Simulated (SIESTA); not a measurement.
Crystal: Sn.

```xyz
2
Lattice="0.0000 3.2333 3.2333 3.2333 0.0000 3.2333 3.2333 3.2333 0.0000" Properties=species:S:1:pos:R:3 pbc="T T T"
Sn    4.8500    4.8500    4.8500
Sn    3.2333    3.2333    3.2333
```

This isn't the form of Sn at room conditions, which is tetragonal (white tin).

```yaml
Program: SIESTA 5.4.2
Task: relaxation of cell and atoms
Functional: PBE
Potentials_or_basis: PseudoDojo 0.4 standard (PBE files)
Basis: DZP (energy shift 0.003 Ry; two zetas on semicore shells)
Grid_cutoff: 750 Ry
Energy_shift: 0.003 Ry
k_mesh: 5 × 5 × 5
Occupations: fermi-dirac, width 0.05 eV
Spin: no spin polarisation
```

At the start: pressure 4.3 GPa; volume 33.80 Å³/atom.

Q: Where does the relaxation end?

A: Over 4 steps the energy falls by 42.1 meV/atom and the volume is 37.29 Å³/atom (+10.3 %); space group Fd-3m (No. 227, to 0.05 Å).

Step by step:
| step | energy change (eV) | largest force (eV/Å) | pressure (GPa) | volume (Å³) |
| --- | --- | --- | --- | --- |
| 1 | 0.0000 | 0.0000 | 4.27 | 67.61 |
| 2 | -0.0078 | 0.0001 | 4.04 | 67.91 |
| 3 | -0.0838 | 0.0000 | 0.23 | 74.08 |
| 4 | -0.0841 | 0.0000 | 0.01 | 74.57 |

Final structure:
```
Sn
1.0
     0.00017    3.34090    3.34090
     3.34090    0.00017    3.34090
     3.34090    3.34090    0.00017
Sn
2
Direct
  0.74999 0.74999 0.74999
  0.50001 0.50001 0.50001
```

Caveat: the volume moved by +10 % from the deposited cell, more than functionals usually miss; the basis of atomic orbitals isn't converged, which shifts pressures, moduli and gaps.
